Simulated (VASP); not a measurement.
# GaN (Fm-3m) in VASP: notebook, part 2 of 2

VASP 6.6.1. The steps go on from the part before.

## 3. Single point, HSE(alpha, omega)

POSCAR reads:

```
GaN
1.0
    0.0000000000      2.1352350000      2.1352350000
    2.1352350000      0.0000000000      2.1352350000
    2.1352350000      2.1352350000      0.0000000000
Ga N
1 1
Direct
    0.0000000000      0.0000000000      0.0000000000
    0.5000000000      0.5000000000      0.5000000000
```

INCAR.step1 reads:

```
  ALGO = Normal
  EDIFF = 1E-5
  ENCUT = 520
  GGA = PE
  ISIF = 2
  ISMEAR = -1
  LASPH = T
  LCHARG = F
  LREAL = F
  LWAVE = T
  NELM = 80
  PREC = Accurate
  SIGMA = 0.05
```

INCAR.step2 reads:

```
  AEXX = 0.4
  ALGO = Normal
  EDIFF = 1E-6
  ENCUT = 520
  GGA = PE
  HFSCREEN = 0.2
  ISIF = 2
  ISMEAR = -1
  ISTART = 1
  LASPH = T
  LCHARG = F
  LHFCALC = T
  LREAL = F
  LWAVE = F
  NELM = 80
  PREC = Accurate
  PRECFOCK = Fast
  SIGMA = 0.05
```

KPOINTS reads:

```
k-points
0
Gamma
  6 6 6
```

Potentials or basis: VASP PAW PBE potentials, release 64 (Ga_d, N).

The run is started by

```console
$ cat potpaw_PBE.64/Ga_d/POTCAR potpaw_PBE.64/N/POTCAR > POTCAR
$ cp INCAR.step1 INCAR
$ mpirun -np 1 vasp_std > vasp.out
$ cp INCAR.step2 INCAR
$ mpirun -np 1 vasp_std > vasp.out
```

OUTCAR:

```text
AEXX = 0.4
   EDIFF = 1E-6
   ENCUT = 520
   GGA = PE
   HFSCREEN = 0.2
   ISIF = 2
   ISMEAR = -1
   ISTART = 1
   LASPH = T
   LHFCALC = T
   LREAL = F
   NELM = 80
   PREC = Accurate
   PRECFOCK = Fast

 ion  position               nearest neighbor table
   1  0.000  0.000  0.000-   2 2.14   2 2.14   2 2.14   2 2.14   2 2.14   2 2.14
   2  0.500  0.500  0.500-   1 2.14   1 2.14   1 2.14   1 2.14   1 2.14   1 2.14

  LATTYP: Found a face centered cubic cell.
 ALAT       =     4.2704700000

  Lattice vectors:

 A1 = (   0.0000000000,   2.1352350000,   2.1352350000)
 A2 = (   2.1352350000,   0.0000000000,   2.1352350000)
 A3 = (   2.1352350000,   2.1352350000,   0.0000000000)

Analysis of symmetry for initial positions (statically):
=====================================================================
 Subroutine PRICEL returns:
 Original cell was already a primitive cell.

 Routine SETGRP: Setting up the symmetry group for a
 face centered cubic supercell.

 Subroutine GETGRP returns: Found 48 space group operations
 (whereof 48 operations were pure point group operations)
 out of a pool of 48 trial point group operations.

The static configuration has the point symmetry O_h .

Analysis of symmetry for dynamics (positions and initial velocities):
=====================================================================
 Subroutine PRICEL returns:
 Original cell was already a primitive cell.

 Routine SETGRP: Setting up the symmetry group for a
 face centered cubic supercell.

 Subroutine GETGRP returns: Found 48 space group operations
 (whereof 48 operations were pure point group operations)
 out of a pool of 48 trial point group operations.

The dynamic configuration has the point symmetry O_h .

 Subroutine INISYM returns: Found 48 space group operations
 (whereof 48 operations are pure point group operations),
 and found     1 'primitive' translations
[... 120 lines left out ...]
   HFSCREENC=   0.2000 screening length for correlation (either q_TF or 0.3 A-1)
   ENCUTFOCK=  -1.0 apply spherical cutoff to Coloumb kernel
   IVDW    =     0    specifies the selected vdW correction
   LEPSILON=     F    determine dielectric tensor
   LRPA    =     F    only Hartree local field effects (RPA)
 non-spin polarized calculation
  energy-cutoff  :      520.00
  volume of cell :       19.47
 maximum number of plane-waves:       544
 NGX is ok and might be reduce to    24
  NGX = 14; NGY = 14; NGZ = 14

 number of electron      18.0000005 magnetization

 Free energy of the ion-electron system (eV)
  ---------------------------------------------------
  ext. energy  EPLUGINS =         0.00000000
  ---------------------------------------------------
  free energy    TOTEN  =       -15.43876890 eV

  energy without entropy =      -15.43876890  energy(sigma->0) =      -15.43876890

 E-fermi :   7.4598     XC(G=0):  -9.0668

 val. band max:        6.2944007703   @ k =  -0.1667   0.1667   0.0000
 cond. band min:       8.7572099573   @ k =   0.5000   0.5000   0.0000
 fundamental gap:      2.4628091871
 Fermi energy:         7.4598118194

 k-point     1 :       0.0000    0.0000    0.0000
  band No.  band energies     occupation
      1     -13.2936      2.00000
      2     -11.4074      2.00000
      3     -11.4074      2.00000
      4     -11.4074      2.00000
      5     -11.4064      2.00000
      6     -11.4064      2.00000
      7       5.7978      2.00000
      8       5.7978      2.00000
      9       5.7978      2.00000
     10      10.2970      0.00000
     11      23.1080      0.00000
     12      23.1080      0.00000
     13      23.1080      0.00000
[... 226 lines left out ...]
  band No.  band energies     occupation
      1     -12.5259      2.00000
      2     -11.4759      2.00000
      3     -11.4169      2.00000
      4     -11.2886      2.00000
      5     -11.1723      2.00000
      6      -7.5144      2.00000
      7      -0.6052      2.00000
      8       1.5734      2.00000
      9       1.7783      2.00000
     10      12.0368      0.00000
     11      17.6989      0.00000
     12      20.2283      0.00000
     13      20.2523      0.00000

------------------------ aborting loop because EDIFF is reached ----------------------------------------

  FORCE on cell =-STRESS in cart. coord.  units (eV):
  Direction    XX          YY          ZZ          XY          YZ          ZX
  --------------------------------------------------------------------------------------
  -------------------------------------------------------------------------------------
  Total       -1.7287875     -1.7287875     -1.7287875      0.0000000      0.0000000      0.0000000
  in kB     -142.2607696   -142.2607696   -142.2607696      0.0000000      0.0000000      0.0000000
  external PRESSURE =    -142.2607696 kB  Pullay stress =       0.0000000 kB

 VOLUME and BASIS-vectors are now :
 -----------------------------------------------------------------------------
  energy-cutoff  :      520.00
  volume of cell :       19.47
      direct lattice vectors                 reciprocal lattice vectors
     0.000000000  2.135235000  2.135235000    -0.234166263  0.234166263  0.234166263
     2.135235000  0.000000000  2.135235000     0.234166263 -0.234166263  0.234166263
     2.135235000  2.135235000  0.000000000     0.234166263  0.234166263 -0.234166263

 POSITION                                       TOTAL-FORCE (eV/Angst)
 -----------------------------------------------------------------------------------
      0.00000      0.00000      0.00000         0.000000     -0.000000     -0.000000
      2.13524      2.13524      2.13524        -0.000000      0.000000      0.000000
 -----------------------------------------------------------------------------------
    total drift:                               -0.000000      0.000000      0.000000

  FREE ENERGIE OF THE ION-ELECTRON SYSTEM (eV)
  ---------------------------------------------------
  free  energy   TOTEN  =       -15.4387689014 eV

  energy  without entropy=      -15.4387689014  energy(sigma->0) =      -15.43876890
```

OUTCAR.step1:

```text
EDIFF = 1E-5
   ENCUT = 520
   GGA = PE
   ISIF = 2
   ISMEAR = -1
[... 467 lines left out ...]
 -----------------------------------------------------------------------------------
      0.00000      0.00000      0.00000         0.000000      0.000000      0.000000
      2.13524      2.13524      2.13524        -0.000000     -0.000000     -0.000000
 -----------------------------------------------------------------------------------
    total drift:                                0.000000     -0.000000     -0.000000

  FREE ENERGIE OF THE ION-ELECTRON SYSTEM (eV)
  ---------------------------------------------------
  free  energy   TOTEN  =       -11.1930876008 eV

  energy  without entropy=      -11.1924769964  energy(sigma->0) =      -11.19278230
```

OSZICAR.step1:

```text
N       E                     dE             d eps       ncg     rms          rms(c)
DAV:   1     0.832347739869E+02    0.83235E+02   -0.10092E+04   440   0.256E+03
DAV:   2    -0.651080810397E+01   -0.89746E+02   -0.82980E+02   451   0.346E+02
DAV:   3    -0.129141110757E+02   -0.64033E+01   -0.63629E+01   496   0.857E+01
DAV:   4    -0.129930237210E+02   -0.78913E-01   -0.78880E-01   477   0.100E+01
DAV:   5    -0.129940159120E+02   -0.99219E-03   -0.99219E-03   466   0.108E+00    0.727E+00
DAV:   6    -0.112108836635E+02    0.17831E+01   -0.52867E+00   592   0.477E+01    0.241E+00
DAV:   7    -0.112077498267E+02    0.31338E-02   -0.28741E-01   421   0.646E+00    0.155E+00
DAV:   8    -0.111952063886E+02    0.12543E-01   -0.41300E-02   491   0.296E+00    0.485E-01
DAV:   9    -0.111931087212E+02    0.20977E-02   -0.10473E-02   539   0.268E+00    0.122E-01
DAV:  10    -0.111930855813E+02    0.23140E-04   -0.71315E-04   485   0.411E-01    0.257E-02
DAV:  11    -0.111930876008E+02   -0.20195E-05   -0.63590E-05   493   0.979E-02
   1 F= -.11193088E+02 E0= -.11192782E+02  d E =-.610604E-03
```

Wall time 6 min (1 thread of Intel Xeon Platinum 8488C (Sapphire Rapids), shared host); peak memory 0.25 GiB.

Results:

```
Free energy            : -15.4388 eV
Pressure               : -14.2 GPa
Band gap on the k mesh : 2.46 eV, indirect (least direct gap 4.50 eV)
```

Caveat: the k mesh is coarse (spacing up to 0.42 Å⁻¹), so the values aren't converged, least of all with exact exchange; the PAW data sets were made with another functional, which shifts forces and pressure a little.

## 4. Single point, HSE(alpha, omega)

POSCAR is that of step 3.

INCAR.step1 is that of step 3.

Edit INCAR.step2 of step 3 so:

```diff
@@ -1,2 +1,2 @@
-  AEXX = 0.4
+  AEXX = 0.5
   ALGO = Normal
```

KPOINTS is that of step 3.

The run is started by

```console
$ cat potpaw_PBE.64/Ga_d/POTCAR potpaw_PBE.64/N/POTCAR > POTCAR
$ cp INCAR.step1 INCAR
$ mpirun -np 1 vasp_std > vasp.out
$ cp INCAR.step2 INCAR
$ mpirun -np 1 vasp_std > vasp.out
```

Wall time 6.6 min (1 thread of Intel Xeon Platinum 8488C (Sapphire Rapids), shared host); peak memory 0.25 GiB.

The run converged. Its results:

```yaml
Free_energy: -16.5716 eV
Pressure: -17.5 GPa
Band_gap_on_the_k_mesh: 3.05 eV, indirect (least direct gap 5.09 eV)
```

Levels at points of the mesh, in eV from the valence-band top:
```
           k point  band 7  band 8  band 9  band 10  band 11  band 12
(0.00, 0.00, 0.00)   -0.50   -0.50   -0.50     4.60    17.41    17.41
(0.50, 0.00, 0.00)   -9.35   -0.27   -0.27     7.13    12.00    12.00
(0.50, 0.50, 0.00)   -8.03   -3.39   -3.39     3.05    10.08    15.75
```

Caveat: the k mesh is coarse (spacing up to 0.42 Å⁻¹), so the values aren't converged, least of all with exact exchange; the PAW data sets were made with another functional, which shifts forces and pressure a little.

## 5. Single point, HSE(alpha, omega)

POSCAR is that of step 4.

INCAR.step1 reads:

```
SYSTEM = GaN
ALGO = Normal ; EDIFF = 1E-5
ENCUT = 250 ; GGA = PE
ISIF = 2 ; ISMEAR = -1
LASPH = .True. ; LCHARG = .False.
LREAL = On ; LWAVE = .True.
NELM = 80 ; PREC = Accurate
SIGMA = 0.05
```

INCAR.step2 reads:

```
SYSTEM = GaN
AEXX = 0.05 ; ALGO = Normal
EDIFF = 1E-6 ; ENCUT = 250
GGA = PE ; HFSCREEN = 0.2
ISIF = 2 ; ISMEAR = -1
ISTART = 1 ; LASPH = .True.
LCHARG = .False. ; LHFCALC = .True.
LREAL = On ; LWAVE = .False.
NELM = 80 ; PREC = Accurate
PRECFOCK = Fast ; SIGMA = 0.05
```

KPOINTS reads:

```
k-points
0
Gamma
  6 6 6
  0 0 0
```

The run is started by

```console
$ cat potpaw_PBE.64/Ga_d/POTCAR potpaw_PBE.64/N/POTCAR > POTCAR
$ cp INCAR.step1 INCAR
$ mpirun -np 1 vasp_std > vasp.out
$ cp INCAR.step2 INCAR
$ mpirun -np 1 vasp_std > vasp.out
```

It took 2.2 min on 1 thread of Intel Xeon Platinum 8488C (Sapphire Rapids), shared host; peak memory 0.22 GiB.

The run converged, but a check on its numbers failed (symmetry, net force, bounds or a known fault of this set-up), so they aren't taken as properties of the crystal.

Caveat: the k mesh is coarse (spacing up to 0.42 Å⁻¹), so the values aren't converged, least of all with exact exchange; the cutoff lies under the usual one of these potentials, so the numbers hold a large basis-set error; a pressure of tens of GPa on the cell as given is suspect, and the run, the potentials or the cell itself is likely at fault; the PAW data sets were made with another functional, which shifts forces and pressure a little.

## 6. Single point, PBE

INCAR reads:

```
SYSTEM = GaN
  PREC = Accurate
  ENCUT = 450
  EDIFF = 1E-6
  ISMEAR = 0
  SIGMA = 0.02
  LREAL = .FALSE.
  LASPH = .TRUE.
  NELM = 100
  ALGO = Normal
  ISIF = 2
  LWAVE = .FALSE.
  LCHARG = .FALSE.
  GGA = PE
```

KPOINTS reads:

```
Automatic mesh
0
G
  5 5 5
  0 0 0
```

POSCAR is that of step 5.

Potentials or basis: VASP PAW PBE potentials, release 64 (Ga_d_GW, N_GW).

The run is started by

```console
$ cat potpaw_PBE.64/Ga_d_GW/POTCAR potpaw_PBE.64/N_GW/POTCAR > POTCAR
$ mpirun -np 1 vasp_std > vasp.out
```

It took 2.7 s on 1 thread of Intel Xeon Platinum 8488C (Sapphire Rapids), shared host; peak memory 0.13 GiB.

The run converged. Its results:

```yaml
Free_energy: -11.1624 eV
Band_gap_on_the_k_mesh: 1.13 eV, indirect (least direct gap 2.35 eV)
```

Levels at points of the mesh, in eV from the valence-band top:
```
           k point  band 7  band 8  band 9  band 10  band 11  band 12
(0.00, 0.00, 0.00)   -0.45   -0.45   -0.45     1.90    14.44    14.44
```

Caveat: the k mesh is coarse (spacing up to 0.51 Å⁻¹), so the values aren't converged; the cutoff is under 1.25 times the usual one of these potentials, so pressure, stress and relaxed cells hold a basis-set (Pulay) error; an odd mesh through Γ misses points on the zone boundary, where band edges often lie.

## 7. The runs side by side

```tsv
level	potentials or basis	k mesh	cutoff (eV)	smearing	share of exact exchange	grid for exact exchange (PRECFOCK)	gap on the mesh (eV)	pressure (GPa)
HSE(alpha, omega)	VASP PAW PBE potentials, release 64 (Ga_d, N)	6 × 6 × 6	520	fermi-dirac 0.05 eV	0.3	Fast	1.90	-10.8
HSE(alpha, omega)	VASP PAW PBE potentials, release 64 (Ga_d, N)	6 × 6 × 6	520	fermi-dirac 0.05 eV	0.4	Fast	2.46	-14.2
HSE(alpha, omega)	VASP PAW PBE potentials, release 64 (Ga_d, N)	6 × 6 × 6	520	fermi-dirac 0.05 eV	0.5	Fast	3.05	-17.5
PBE	VASP PAW PBE potentials, release 64 (Ga_d_GW, N_GW)	5 × 5 × 5	450	gaussian 0.02 eV	-	-	1.13	-
```

Alike in all rows: task single point; no spin polarisation; cell as given; the mesh is coarse, so values aren't converged.

Caveats: all runs use coarse meshes; the PAW data sets were made with another functional, which shifts forces and pressure a little (some runs); the cutoff is under 1.25 times the usual one of these potentials, so pressure, stress and relaxed cells hold a basis-set (Pulay) error (some runs); an odd mesh through Γ misses points on the zone boundary, where band edges often lie (some runs).

Total energies depend on the potentials used, so only differences within one code and one set of settings carry meaning.
